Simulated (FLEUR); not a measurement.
## Pd: equation of state with PBE

The system is Pd.

```
CELL_PARAMETERS angstrom
0.00000 1.94650 1.94650
1.94650 0.00000 1.94650
1.94650 1.94650 0.00000
ATOMIC_POSITIONS crystal
Pd 0.00000 0.00000 0.00000
```

```yaml
Program: FLEUR MaX-R8.1 (later development tree)
Task: equation of state
Functional: PBE
Potentials_or_basis: all-electron
Basis: FLAPW
Kmax: 4 1/bohr
k_mesh: 12 × 12 × 12
Occupations: fermi-dirac, width 0.05 eV
Spin: no spin polarisation
```

* Equilibrium volume: 15.32 Å³/atom
* Bulk modulus: 170 GPa
* Pressure derivative of the bulk modulus: 5.3 (rough: it moves with the points fitted)

Energy against volume, from the lowest point:
```
volume (Å³/atom)  energy (meV/atom)
          13.865              89.64
          14.160              54.46
          14.750              11.84
          15.340               0.00
          15.635               3.24
```

Caveat: small basis for a fit. PBE usually gives volumes a little too large and moduli too small.
